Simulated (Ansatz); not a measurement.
The following input was run with Ansatz 0.2.0.

```yaml
crystal:
  lattice:
    - [3.123619308, 0.029916, 0.029916]
    - [0.029916, 3.123619308, 0.029916]
    - [0.029916, 0.029916, 3.123619308]
  atoms:
    - { symbol: Al, position: [0.0192990463, 0.0192990463, 0.0192990463] }
    - { symbol: Ru, position: [0.4807009537, 0.4807009537, 0.4807009537] }
basis:
  ecutwfc: 420
kpoints:
  mp_grid: { grid: [12, 12, 12] }
hamiltonian:
  xc: pbe
scf:
  occupations: { method: gaussian, width: 0.1 }
output:
  forces: true
  stress: true
  eigenvalues: true
  populations: true
```

It can be run as
```bash
ansatz run input.yaml --threads 1 --pin off --backend cpu --events-out ev --progress --plain --runs-dir out  # memory cap (--max-ram) not shown
```

These are results of DFT PBE, scalar-relativistic, plane waves, PAW (Ansatz 0.2.0), not measurements.

From the run's log, abridged:

```
Pseudopotentials: kind: paw
Pseudopotential: Al, paw, valence charge 3, recommended cutoff 420 eV (normal)
Pseudopotential: Ru, paw, valence charge 16, recommended cutoff 420 eV (normal)
Functional definition: PBE
Crystal: 2 atoms, lattice volume = 30.469 Å³
Basis set: ecut = 420 eV, 607 PW (Γ), exchange–correlation on 48×48×48 points (8 copies of the dense FFT grid, shifted against one another)
Bands: 14, of which v1, the nominal top of the filled ones, is band 10 counted from 1 (9 counted from 0)
Symmetry: 6 space group operations
Space group: R3m (ITA 160), of the structure as read, at distance tolerance 3.1e-5 Å
k-points: 189 of 1728 (time reversal used)
Initial density: superposition of atomic densities (neutral atoms: chi_scale 0, normalization atom), corrected by the library's trained network
Initial wavefunctions: pseudopotential atomic-orbital guess
Functional: x = pbe(κ = 0.804, μ = 0.21951497), c = pbe(β = 0.06672455)
SCF iter   1: F=—  HF=-6417.168576 eV  |F-HF|=—  |Δ(HF+E_count)|=         —  Δρ=4.52e-3  dr2=5.45e-3  ethr=1.77e-3  ⟨swp⟩=4.9  Hψ=13773  notcnv=0
SCF iter   2: F=—  HF=-6417.168195 eV  |F-HF|=—  |Δ(HF+E_count)|=   3.81e-4  Δρ=2.63e-3  dr2=2.14e-3  ethr=2.87e-5  ⟨swp⟩=2.0  Hψ=4434  notcnv=0
SCF iter   3: F=—  HF=-6417.167903 eV  |F-HF|=—  |Δ(HF+E_count)|=   2.92e-4  Δρ=2.64e-4  dr2=1.84e-5  ethr=1.13e-5  ⟨swp⟩=2.1  Hψ=3337  notcnv=0
SCF iter   4: F=—  HF=-6417.167942 eV  |F-HF|=—  |Δ(HF+E_count)|=   3.87e-5  Δρ=9.13e-5  dr2=1.09e-6  ethr=9.68e-8  ⟨swp⟩=2.0  Hψ=4408  notcnv=0
SCF iter   5: F=—  HF=-6417.167942 eV  |F-HF|=—  |Δ(HF+E_count)|=   4.02e-7  Δρ=2.29e-5  dr2=1.29e-7  ethr=5.73e-9  ⟨swp⟩=2.9  Hψ=4588  notcnv=0
SCF iter   6: F=-6417.167942 eV  HF=-6417.167942 eV  |F-HF|=3.64e-9  |Δ(HF+E_count)|=   2.29e-8  Δρ=3.87e-6  dr2=5.18e-9  ethr=5.26e-10  ⟨swp⟩=4.5  Hψ=9216  notcnv=0
SCF 1 converged in 6 iterations: F = -6417.167942 eV  dr2 = 5.18e-9
SCF converged after 6 iterations
Free energy (F): -6417.167942 eV
Harris-Foulkes:  -6417.167942 eV  (|F-HF|=3.64e-9)
Internal energy: -6417.159137 eV  (E = F + TS)
E sigma→0 (E₀):  -6417.163540 eV
Entropy (-TS):   -0.008804 eV (-4.402 meV/atom)
Fermi energy:    13.698220 eV
--- Per-component energies (eV) ---
  E_band       = -160.917663
  E_kinetic    = 537.508652
  E_local      = -1924.554304  (includes V_loc(G=0)·N_el)
  E_nonlocal   = 354.243762
  E_hartree    = 682.888843
  E_xc         = -229.738798
  E_vxc        = -267.406609  (∫ρ·V_xc dr)
  E_paw        = -3928.817659  (= ΣΔE_a)
  E_vpaw       = -226.488262  (= ΣTr[D̂ρ^β])
  E_aug_tail   = -0.000175  (compensation charges beyond the density's cutoff)
  E_ewald      = -1908.689458
  E_smearing   = -0.008804  (= −TS)
--- Forces (eV/Å), atoms counted from 1 ---
  atom   1  Al    -0.48603587    -0.48603587    -0.48603587
  atom   2  Ru     0.48607994     0.48607994     0.48607994
--- Stress (GPa, compression-positive) ---
      -16.176468      -0.210025      -0.210025
       -0.210025     -16.176468      -0.210025
       -0.210025      -0.210025     -16.176468
  P = ⅓ Tr σ = -16.1765 GPa (-161.765 kbar)
--- Band table (eV; the first three rows and the last of 189) ---
  k-point 0: bands = ["-58.0171", "-27.9814", "-27.9779", "-27.9779", "4.8234", "10.7749", "10.7749", "13.8287", "13.8287", "13.8489", "19.2439", "19.2439", "19.4150", "23.9659"]
  k-point 1: bands = ["-58.0165", "-27.9880", "-27.9792", "-27.9772", "4.9422", "10.8058", "10.8134", "13.6907", "13.7078", "13.8546", "18.6256", "19.4835", "19.6342", "23.7464"]
  k-point 2: bands = ["-58.0150", "-28.0112", "-27.9775", "-27.9753", "5.2930", "10.8483", "10.9218", "13.3550", "13.3960", "13.8877", "17.4304", "20.1250", "20.2291", "23.1823"]
  k-point 188: bands = ["-57.9923", "-28.0856", "-28.0744", "-28.0744", "9.7082", "9.8115", "9.8115", "15.0317", "15.0317", "15.4656", "17.3763", "17.7067", "17.7067", "21.0893"]
--- Löwdin populations: 2 sites ---
  site symbol q [e]
     0     Al      2.9124
     1     Ru     15.9953
  spilling = 0.004855 (of n_electrons = 19.000000)
```

The calculation finished and met its thresholds.